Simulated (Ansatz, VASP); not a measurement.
Two plane-wave programs on AlPt

```
CELL_PARAMETERS angstrom
4.91627 0.00000 0.00000
0.00000 4.91627 0.00000
0.00000 0.00000 4.91627
ATOMIC_POSITIONS crystal
Al 0.84404 0.84404 0.84404
Al 0.65596 0.15596 0.34404
Al 0.34404 0.65596 0.15596
Al 0.15596 0.34404 0.65596
Pt 0.15488 0.15488 0.15488
Pt 0.34512 0.84512 0.65488
Pt 0.65488 0.34512 0.84512
Pt 0.84512 0.65488 0.34512
```

Alike in both runs: task relaxation of cell and atoms; functional LDA; k mesh 8 × 8 × 8; occupations gaussian, width 0.1 eV; no spin polarisation.

```csv
,VASP,Ansatz
version,VASP 6.6.1,Ansatz 0.2.0
potentials or method,"VASP PAW LDA potentials, release 64 (Al, Pt)","scalar-relativistic, plane waves, PAW"
plane-wave cutoff (eV),600,420
valence electrons in the cell,52,84
```

```tsv
	VASP	Ansatz	Ansatz less VASP
gap on the k mesh at the Fermi level, each at its own relaxed structure (eV)	none	none	-
relaxed volume (Å³/atom)	14.16	14.12	-0.044
relaxed cell length with the largest relative difference (Å)	4.839	4.834	-0.0050
energy change over the relaxation (meV/atom)	-20	-23	-2.6
```

A gap of «none» marks a metal or a gap that the smearing closes. The two sets of potentials don't hold the same shells in valence.

The runs have no spin-orbit coupling, so splittings on Pt are missing.
